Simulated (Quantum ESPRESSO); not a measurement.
# WS2 in Quantum ESPRESSO: relaxation of the atoms with PBE

Aim: the relaxation of the atoms of WS2 with PBE.

All numbers are computed with Quantum ESPRESSO 7.5; they aren't measurements. Logs are shortened: lines on timing, memory, paths and dates and some standing lists are left out, and cuts for length are marked.

### Step 1. The structure

The cell holds a sheet with vacuum, 3 atoms: a = 3.153 Å, b = 3.106 Å, c = 21.140 Å, α = 90.00°, β = 90.00°, γ = 120.50°.

The cell was built by a generator and needn't be a form met in nature.

### Step 2. Relaxation of the atoms, PBE

File pw.in:

```
&CONTROL
  calculation = 'relax'
  prefix = 'pwscf'
  outdir = './tmp'
  pseudo_dir = './pseudo'
  tprnfor = .true.
  disk_io = 'low'
  nstep = 40
  forc_conv_thr = 0.0004
  etot_conv_thr = 1d-05
/
&SYSTEM
  ibrav = 0
  nat = 3
  ntyp = 2
  ecutwfc = 55
  ecutrho = 440
  nbnd = 20
  occupations = 'smearing'
  smearing = 'gaussian'
  degauss = 0.00146997
/
&ELECTRONS
  conv_thr = 6d-10
  electron_maxstep = 120
  mixing_beta = 0.5
/
&IONS
  ion_dynamics = 'bfgs'
/
ATOMIC_SPECIES
S     32.0600 s_pbe_v1.4.uspp.F.UPF
W    183.8400 W_pbe_v1.2.uspp.F.UPF
CELL_PARAMETERS angstrom
   3.1530000000    0.0000000000    0.0000000000
  -1.5765000000    2.6759665361    0.0000000000
   0.0000000000    0.0000000000   21.1400000000
ATOMIC_POSITIONS crystal
S      0.6666666667    0.3333333333    0.4257332072
W      0.3333333333    0.6666666667    0.5000000000
S      0.6666666667    0.3333333333    0.5742667928
K_POINTS automatic
10 10 1 0 0 0
```

Potentials or basis: SSSP 1.3 efficiency PBE.

Command:

```sh
> OMP_NUM_THREADS=1 pw.x -in pw.in > pw.out
```

pw.out:

```text
This program is part of the open-source Quantum ESPRESSO suite
     for quantum simulation of materials; please cite
[... 9 lines left out ...]
     --------------------
     sticks:   dense  smooth     PW     G-vecs:    dense   smooth      PW
     Sum        1055     525    163               187689    66201   11125

     Using Slab Decomposition

     bravais-lattice index     =            0
     lattice parameter (alat)  =       5.9583  a.u.
     unit-cell volume          =    1203.6667 (a.u.)^3
     number of atoms/cell      =            3
     number of atomic types    =            2
     number of electrons       =        26.00
     number of Kohn-Sham states=           20
     kinetic-energy cutoff     =      55.0000  Ry
     charge density cutoff     =     440.0000  Ry
     scf convergence threshold =      6.0E-10
     mixing beta               =       0.5000
     number of iterations used =            8  plain     mixing
     energy convergence thresh.=      1.0E-05
     force convergence thresh. =      4.0E-04
     Exchange-correlation= SLA  PW   PBE  PBE
                           (   1   4   3   4   0   0   0)
     nstep                     =           40

     celldm(1)=   5.958306  celldm(2)=   0.000000  celldm(3)=   0.000000
     celldm(4)=   0.000000  celldm(5)=   0.000000  celldm(6)=   0.000000

     crystal axes: (cart. coord. in units of alat)
               a(1) = (   1.000000   0.000000   0.000000 )
               a(2) = (  -0.500000   0.848705   0.000000 )
               a(3) = (   0.000000   0.000000   6.704726 )

     reciprocal axes: (cart. coord. in units 2 pi/alat)
               b(1) = (  1.000000  0.589133 -0.000000 )
               b(2) = (  0.000000  1.178266  0.000000 )
               b(3) = (  0.000000 -0.000000  0.149149 )

     PseudoPot. # 1 for S  read from file:
     s_pbe_v1.4.uspp.F.UPF
     Pseudo is Ultrasoft + core correction, Zval =  6.0
     Generated by new atomic code, or converted to UPF format
     Using radial grid of  907 points,  6 beta functions with:
                l(1) =   0
                l(2) =   0
                l(3) =   1
                l(4) =   1
                l(5) =   2
                l(6) =   2
     Q(r) pseudized with  8 coefficients,  rinner =    1.300   1.300   1.300
                                                       1.300   1.300

     PseudoPot. # 2 for W  read from file:
     W_pbe_v1.2.uspp.F.UPF
     Pseudo is Ultrasoft + core correction, Zval = 14.0
     Generated by new atomic code, or converted to UPF format
     Using radial grid of  923 points,  8 beta functions with:
                l(1) =   0
                l(2) =   0
                l(3) =   0
                l(4) =   1
                l(5) =   1
                l(6) =   2
                l(7) =   2
                l(8) =   3
     Q(r) pseudized with  6 coefficients,  rinner =    1.350   1.350   1.350
                                                       1.350   1.350   1.350
                                                       1.350

     atomic species   valence    mass     pseudopotential
     S                 6.00    32.06000     S ( 1.00)
     W                14.00   183.84000     W ( 1.00)

      4 Sym. Ops. (no inversion) found

   Cartesian axes

     site n.     atom                  positions (alat units)
         1        S      tau(   1) = (   0.5000000   0.2829016   2.8544244  )
         2        W      tau(   2) = (  -0.0000000   0.5658033   3.3523628  )
         3        S      tau(   3) = (   0.5000000   0.2829016   3.8503013  )

     number of k points=    31  Gaussian smearing, width (Ry)=  0.0015
                       cart. coord. in units 2pi/alat
        k(    1) = (   0.0000000   0.0000000   0.0000000), wk =   0.0200000
        k(    2) = (   0.0000000   0.1178266   0.0000000), wk =   0.0400000
        k(    3) = (   0.0000000   0.2356532   0.0000000), wk =   0.0400000
        k(    4) = (   0.0000000   0.3534798   0.0000000), wk =   0.0400000
        k(    5) = (   0.0000000   0.4713063   0.0000000), wk =   0.0400000
        k(    6) = (   0.0000000  -0.5891329   0.0000000), wk =   0.0200000
[... 23 lines left out ...]
        k(   30) = (  -0.5000000  -0.1767399   0.0000000), wk =   0.0800000
        k(   31) = (  -0.5000000  -0.0589133   0.0000000), wk =   0.0800000

     Dense  grid:   187689 G-vectors     FFT dimensions: (  40,  40, 270)

     Smooth grid:    66201 G-vectors     FFT dimensions: (  30,  27, 192)

     Initial potential from superposition of free atoms

     starting charge      25.8996, renormalised to      26.0000

     negative rho (up, down):  6.355E-02 0.000E+00
     Starting wfcs are   21 randomized atomic wfcs

     Self-consistent Calculation

     iteration #  1     ecut=    55.00 Ry     beta= 0.50
     Davidson diagonalization with overlap
     ethr =  1.00E-02,  avg # of iterations =  5.6

     Threshold (ethr) on eigenvalues was too large:
     Diagonalizing with lowered threshold

     Davidson diagonalization with overlap
     ethr =  3.22E-04,  avg # of iterations =  4.5

     negative rho (up, down):  6.583E-02 0.000E+00

     total energy              =    -207.49860522 Ry
     estimated scf accuracy    <       0.09756271 Ry

     iteration #  2     ecut=    55.00 Ry     beta= 0.50
     Davidson diagonalization with overlap
     ethr =  3.75E-04,  avg # of iterations =  3.9

     negative rho (up, down):  6.765E-02 0.000E+00

     total energy              =    -207.51432147 Ry
     estimated scf accuracy    <       0.00696988 Ry

     iteration #  3     ecut=    55.00 Ry     beta= 0.50
     Davidson diagonalization with overlap
     ethr =  2.68E-05,  avg # of iterations =  7.6

     negative rho (up, down):  6.804E-02 0.000E+00

     total energy              =    -207.51423209 Ry
     estimated scf accuracy    <       0.00660020 Ry

     iteration #  4     ecut=    55.00 Ry     beta= 0.50
     Davidson diagonalization with overlap
     ethr =  2.54E-05,  avg # of iterations =  2.0

     negative rho (up, down):  6.895E-02 0.000E+00

     total energy              =    -207.51544648 Ry
     estimated scf accuracy    <       0.00140332 Ry

     iteration #  5     ecut=    55.00 Ry     beta= 0.50
     Davidson diagonalization with overlap
     ethr =  5.40E-06,  avg # of iterations =  1.4
[... 230 lines left out ...]
          k =-0.5000-0.0589 0.0000 (  8324 PWs)   bands (ev):

   -74.5719 -39.0112 -38.8289 -38.8154 -13.4183 -13.1558  -6.6174  -6.0915
    -4.9534  -4.2786  -3.8660  -2.7061  -1.2069   1.9157   2.7674   2.9457
     4.5858   6.1079   7.5331   7.8119

     the Fermi energy is     1.2344 ev

!    total energy              =    -207.51560162 Ry
     estimated scf accuracy    <          7.8E-11 Ry
     smearing contrib. (-TS)   =      -0.00000000 Ry
     internal energy E=F+TS    =    -207.51560162 Ry

     The total energy is F=E-TS. E is the sum of the following terms:
     one-electron contribution =   -1247.23322256 Ry
     hartree contribution      =     623.25607820 Ry
     xc contribution           =     -58.28837438 Ry
     ewald contribution        =     474.74991712 Ry

     convergence has been achieved in  10 iterations

     negative rho (up, down):  6.885E-02 0.000E+00

     Forces acting on atoms (cartesian axes, Ry/au):

     atom    1 type  1   force =     0.00000000    0.00340356   -0.02128324
     atom    2 type  2   force =     0.00000000   -0.00680713    0.00000000
     atom    3 type  1   force =     0.00000000    0.00340356    0.02128324

     Total force =     0.031232     Total SCF correction =     0.000018

     BFGS Geometry Optimization
     Energy error            =      9.8E-04 Ry
     Gradient error          =      2.1E-02 Ry/Bohr

     number of scf cycles    =   1
     number of bfgs steps    =   0

     energy             new  =    -207.5156016189 Ry

     new trust radius        =       0.0215536642 bohr
     new conv_thr            =       0.0000000006 Ry

ATOMIC_POSITIONS (crystal)
S                0.6670031972        0.3340063944        0.4252004445
W                0.3326602722        0.6653205446        0.5000000000
S                0.6670031972        0.3340063944        0.5747995555

     NEW-OLD atomic charge density approx. for the potential

     negative rho (up, down):  6.882E-02 0.000E+00

     Self-consistent Calculation

     iteration #  1     ecut=    55.00 Ry     beta= 0.50
     Davidson diagonalization with overlap
     ethr =  1.00E-06,  avg # of iterations =  6.0

     negative rho (up, down):  6.881E-02 0.000E+00

     total energy              =    -207.51632469 Ry
     estimated scf accuracy    <       0.00006972 Ry

     iteration #  2     ecut=    55.00 Ry     beta= 0.50
     Davidson diagonalization with overlap
     ethr =  2.68E-07,  avg # of iterations =  2.3

     negative rho (up, down):  6.882E-02 0.000E+00

     total energy              =    -207.51632578 Ry
     estimated scf accuracy    <       0.00016536 Ry

     iteration #  3     ecut=    55.00 Ry     beta= 0.50
     Davidson diagonalization with overlap
     ethr =  2.68E-07,  avg # of iterations =  2.0

     negative rho (up, down):  6.882E-02 0.000E+00
[... 1106 lines left out ...]
   -74.5843 -38.9997 -38.8182 -38.8150 -13.3060 -13.0885  -6.5075  -5.9686
    -4.8831  -4.2388  -3.7879  -2.7366  -1.1578   1.8802   2.8021   2.8507
     4.5248   6.0290   7.4974   7.8104

     the Fermi energy is     1.0012 ev

!    total energy              =    -207.51669777 Ry
     estimated scf accuracy    <          1.5E-12 Ry
     smearing contrib. (-TS)   =      -0.00000000 Ry
     internal energy E=F+TS    =    -207.51669777 Ry

     The total energy is F=E-TS. E is the sum of the following terms:
     one-electron contribution =   -1239.74343528 Ry
     hartree contribution      =     619.53022230 Ry
     xc contribution           =     -58.24202322 Ry
     ewald contribution        =     470.93853842 Ry

     convergence has been achieved in   6 iterations

     negative rho (up, down):  6.880E-02 0.000E+00

     Forces acting on atoms (cartesian axes, Ry/au):

     atom    1 type  1   force =     0.00000000   -0.00007265    0.00001603
     atom    2 type  2   force =     0.00000000    0.00014531    0.00000000
     atom    3 type  1   force =     0.00000000   -0.00007265   -0.00001603

     Total force =     0.000179     Total SCF correction =     0.000003
     Energy error            =      2.6E-07 Ry
     Gradient error          =      1.5E-04 Ry/Bohr

     bfgs converged in   5 scf cycles and   4 bfgs steps
     (criteria: energy <  1.0E-05 Ry, force <  4.0E-04 Ry/Bohr)

     End of BFGS Geometry Optimization

     Final energy             =    -207.5166977703 Ry

Begin final coordinates

ATOMIC_POSITIONS (crystal)
S                0.6670998141        0.3341996280        0.4244783997
W                0.3324670386        0.6649340773        0.5000000000
S                0.6670998141        0.3341996280        0.5755216003
End final coordinates

=------------------------------------------------------------------------------=
   JOB DONE.
=------------------------------------------------------------------------------=
```

Wall time 5.8 min (1 thread of Intel Xeon 6975P-C (Granite Rapids), shared host); peak memory 1.3 GiB.

What came out:

```yaml
Free_energy: -2823.4085 eV
Energy_gained_by_relaxing: 5.0 meV/atom
Ionic_steps: 5
Largest_force_after_relaxing: 0.004 eV/Å
Band_gap_on_the_k_mesh: 2.09 eV, indirect (least direct gap 2.37 eV)
```

Forces on the atoms (eV/Å):
```
S    0.000 -0.002  0.000
W    0.000  0.004  0.000
S    0.000 -0.002  0.000
```

The path:
```csv
step,energy change (eV),largest force (eV/Å)
1,0.0000,0.5542
2,-0.0102,0.3095
3,-0.0148,0.0554
4,-0.0149,0.0126
5,-0.0149,0.0037
```

Final structure:
```xyz
3
Lattice="3.1530 0.0000 0.0000 -1.5765 2.6760 0.0000 0.0000 0.0000 21.1400" Properties=species:S:1:pos:R:3 pbc="T T T"
S     1.5765    0.8943    8.9735
W     0.0000    1.7793   10.5700
S     1.5765    0.8943   12.1665
```

Levels at points of the mesh, in eV from the valence-band top:
| k point | band 11 | band 12 | band 13 | band 14 | band 15 | band 16 |
| --- | --- | --- | --- | --- | --- | --- |
| (0.00, 0.00, 0.00) | -1.39 | -1.24 | -0.21 | 3.08 | 3.10 | 3.20 |
| (0.00, -0.50, 0.00) | -2.17 | -1.13 | -0.81 | 3.29 | 3.54 | 4.09 |
| (-0.50, 0.00, 0.00) | -2.25 | -0.93 | -0.90 | 3.20 | 3.57 | 4.18 |

Caveat: spin-orbit coupling is left out, which moves the levels of the heavy elements.
